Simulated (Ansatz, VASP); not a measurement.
## Two plane-wave programs on Mg

Contents of INCAR:

```
SYSTEM = Mg
PREC = Accurate
ENCUT = 520
EDIFF = 1E-7
ISMEAR = -1
SIGMA = 0.1
LREAL = .False.
LASPH = .True.
NELM = 100
ALGO = Normal
ISIF = 2
LWAVE = .False.
LCHARG = .False.
GGA = B5
ALDAX = 1.0
AGGAX = 1.0
AGGAC = 1.0
ALDAC = 0.0
NBANDS = 9
```

Contents of KPOINTS:

```
regular mesh
0
Gamma
  18 18 10
  0 0 0
```

Contents of POSCAR:

```
Mg
1.0
    3.3400760770      0.0000000000      0.0000000000
   -1.6700380385      2.8925907333      0.0000000000
    0.0000000000      0.0000000000      5.4303627281
Mg
2
Direct
    0.3333333333      0.6666666667      0.2500000000
    0.6666666667      0.3333333333      0.7500000000
```

Input for Ansatz:

```yaml
crystal:
  lattice:
    - [3.340076072, 0.0, 0.0]
    - [-1.670038036, 2.8925907289, 0.0]
    - [0.0, 0.0, 5.4303627161]
  atoms:
    - { symbol: Mg, position: [0.3333333333, 0.6666666667, 0.25] }
    - { symbol: Mg, position: [0.6666666667, 0.3333333333, 0.75] }
hamiltonian:
  xc: blyp
  pseudopotentials:
    kind: paw
    azcp:
      Mg: "pseudopotentials/Mg.paw.azcp"
basis:
  ecutwfc: 420
  fft_grid_basis: typed
kpoints:
  mp_grid: { grid: [18, 18, 10], shift: [0, 0, 0] }
magnetization:
  spin_polarized: false
scf:
  occupations: { method: fermi_dirac, width: 0.1 }
output:
  stress: true
```

Alike in both runs: task single point; functional BLYP; k mesh 18 × 18 × 10; occupations fermi-dirac, width 0.1 eV; no spin polarisation.

|  | VASP | Ansatz |
| --- | --- | --- |
| version | VASP 6.6.1 | Ansatz 0.2.0 |
| potentials or method | VASP PAW PBE potentials, release 64 (Mg) | plane waves (420 eV) with PAW, scalar-relativistic |
| plane-wave cutoff (eV) | 520 | 420 |
| valence electrons in the cell | 4 | 20 |

|  | VASP | Ansatz | Ansatz less VASP |
| --- | --- | --- | --- |
| pressure (GPa) | -2.7 | -2.7 | +0.05 |

The functional is the same, so the differences come from potentials, cutoffs and numerics. The two sets of potentials don't hold the same shells in valence.

Caveats: the PAW data sets were made with another functional, which shifts forces and pressure a little (VASP).
